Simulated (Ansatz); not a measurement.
Relaxed ZrO2 (tetragonal-ZrO2 type, space group P4_2/nmc):

```yaml
crystal:
  lattice:
    - [3.60134, 0.00000, 0.00000]
    - [0.00000, 3.60134, 0.00000]
    - [0.00000, 0.00000, 5.22807]
  atoms:
    - { symbol: Zr, position: [0.00000, 0.00000, 0.00000] }
    - { symbol: Zr, position: [0.50000, 0.50000, 0.50000] }
    - { symbol: O, position: [0.00000, 0.50000, 0.19679] }
    - { symbol: O, position: [0.00000, 0.50000, 0.69679] }
    - { symbol: O, position: [0.50000, 0.00000, 0.30321] }
    - { symbol: O, position: [0.50000, 0.00000, 0.80321] }
```

Two-dimensional scan of atom 6 (O, nearest neighbour Zr at 2.074 Å; its periodic images, 3.6 Å or more away, move with it): u runs along (0.707, 0.707, 0.000), v along (0.000, 0.000, 1.000) (Cartesian). Cell and other atoms are fixed.

Method: r2SCAN (plane waves to 500 eV, PAW, scalar-relativistic; Ansatz, a program for electronic structure). k mesh 7×7×5 (Γ-centred), Fermi-Dirac smearing 0.05 eV. Points where atoms come too close for the PAW data are left out (x in tables, blank in figures). Fu and Fv are the components of the force on the atom. This is a high-temperature form of ZrO2. ZrO2 is run without spin polarisation. ZrO2 was relaxed with its symmetry unable to fall.

Changes of Fv (eV/Å) from the point u = 0.000 Å, v = 0.000 Å when one coordinate moves alone (two changes are said to add if the coupling is within 5 % of the smaller one, nearly so within 20 %):

```json
[
 {"point": "u = 0.000 Å, v = -0.310 Å", "change": "4.042"},
 {"point": "u = 0.000 Å, v = -0.207 Å", "change": "2.716"},
 {"point": "u = 0.000 Å, v = -0.103 Å", "change": "1.375"},
 {"point": "u = -0.310 Å, v = 0.000 Å", "change": "-0.426"},
 {"point": "u = -0.207 Å, v = 0.000 Å", "change": "-0.191"},
 {"point": "u = -0.103 Å, v = 0.000 Å", "change": "-0.048"},
 {"point": "u = 0.103 Å, v = 0.000 Å", "change": "-0.048"},
 {"point": "u = 0.207 Å, v = 0.000 Å", "change": "-0.191"},
 {"point": "u = 0.310 Å, v = 0.000 Å", "change": "-0.426"},
 {"point": "u = 0.000 Å, v = 0.103 Å", "change": "-1.426"},
 {"point": "u = 0.000 Å, v = 0.207 Å", "change": "-2.912"},
 {"point": "u = 0.000 Å, v = 0.310 Å", "change": "-4.456"}
]
```

### Question
What is the change at u = -0.207 Å, v = -0.103 Å, where both move, and how far is it from the sum?

### Answer
The sum of the single changes is -0.191 + (1.375) = 1.184; the calculation gives 1.261, so the coupling contributes 0.077 (over 20 % of the smaller single change, not additive).

### Question
What is the change at u = -0.310 Å, v = -0.310 Å, where both move, and how far is it from the sum?

### Answer
The sum of the single changes is -0.426 + (4.042) = 3.616; the calculation gives 4.157, so the coupling contributes 0.541 (over 20 % of the smaller single change, not additive).

(A displaced cell: forces are minus the slopes of the energy, force constants its curvatures, and phonons follow from these.)
